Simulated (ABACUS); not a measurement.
Sb under changes of volume

One of the cells (31.554 Å³/atom); the others are scaled copies at fixed shape and fractional positions:

```
Sb
1.0
     3.16000    0.00000    0.00000
     0.00000    3.16000    0.00000
     0.00000    0.00000    3.16000
Sb
1
Direct
  0.00000 0.00000 0.00000
```

This isn't the form of Sb at room conditions, which is rhombohedral.

```yaml
Program: ABACUS 3.10.1
Functional: PBE
Potentials_or_basis: PseudoDojo NC SR 0.4.1 PBE standard
Cutoff: 1361 eV
Density_cutoff: 5442 eV
Basis: DZP LCAO (the cutoffs set its grid)
k_mesh: 8 × 8 × 8
Occupations: fermi-dirac, width 0.05 eV
Spin: no spin polarisation
```

```tsv
volume (Å³/atom)	energy over the lowest point (meV/atom)	pressure (GPa)
29.661	5.40	2.0
30.292	0.21	0.7
30.923	0.00	-0.5
31.554	3.85	-1.5
32.186	11.52	-2.4
32.817	?	?
33.448	36.76	-3.9
```

What does the run at 32.817 Å³/atom give?

Energy over the lowest point 22.62 meV/atom; pressure -3.2 GPa.

Worked out: A Birch-Murnaghan fit of order 3 (a polynomial in V^(-2/3)) to the other rows has its minimum at 30.65 Å³/atom with B0 = V·E''(V) = 55 GPa and B' = 4.5. It gives 22.64 meV/atom at 32.817 Å³/atom, against the run's 22.62, and -dE/dV = -3.2 GPa, against -3.2.

Energies are extrapolated to zero smearing.

Caveats: the atomic orbitals were generated for these runs and aren't a published set; the basis of atomic orbitals isn't converged, which shifts pressures, moduli and gaps.
